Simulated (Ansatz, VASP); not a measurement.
# BiTe: VASP beside Ansatz

INCAR

```
SYSTEM = BiTe
ALGO = Normal
EDIFF = 1E-6
ENCUT = 520
GGA = PE
ISIF = 2
ISMEAR = 0
LASPH = .TRUE.
LCHARG = .FALSE.
LREAL = .FALSE.
LWAVE = .FALSE.
NBANDS = 18
NELM = 80
PREC = Accurate
SIGMA = 0.05
```

The input KPOINTS:

```
k-points
0
G
  10 10 10
  0 0 0
```

POSCAR

```
BiTe
1.0
    3.9133058495      0.0000000000      0.0000000000
    0.0000000000      3.9133058495      0.0000000000
    0.0000000000      0.0000000000      3.9133058495
Bi Te
1 1
Direct
    0.0000000000      0.0000000000      0.0000000000
    0.5000000000      0.5000000000      0.5000000000
```

Input for Ansatz:

```yaml
crystal:
  lattice:
    - [3.9133058495, 0.0, 0.0]
    - [0.0, 3.9133058495, 0.0]
    - [0.0, 0.0, 3.9133058495]
  atoms:
    - { symbol: Bi, position: [0.0, 0.0, 0.0] }
    - { symbol: Te, position: [0.5, 0.5, 0.5] }
basis:
  ecutwfc: 420
  ecutrho_ratio: 4
kpoints:
  mp_grid: { grid: [10, 10, 10] }
hamiltonian:
  xc: pbe
scf:
  occupations: { method: gaussian, width: 0.05 }
output:
  forces: true
  stress: true
  eigenvalues: true
```

Alike in both runs: task single point; functional PBE; k mesh 10 × 10 × 10; occupations gaussian, width 0.05 eV; no spin polarisation.

|  | VASP | Ansatz |
| --- | --- | --- |
| version | VASP 6.6.1 | Ansatz 0.2.0 |
| potentials or method | VASP PAW PBE potentials, release 64 (Bi_d, Te) | scalar-relativistic, plane waves, PAW |
| plane-wave cutoff (eV) | 520 | 420 |
| valence electrons in the cell | 21 | 31 |

|  | VASP | Ansatz | Ansatz less VASP |
| --- | --- | --- | --- |
| gap on the k mesh at the Fermi level (eV) | none | none | - |
| pressure (GPa) | 0.2 | 0.0 | -0.22 |

A gap of «none» marks a metal or a gap that the smearing closes. The functional is the same, so the differences come from potentials, cutoffs and numerics. The two sets of potentials don't hold the same shells in valence.

Caveats: spin-orbit coupling is left out, which moves the levels of the heavy elements.
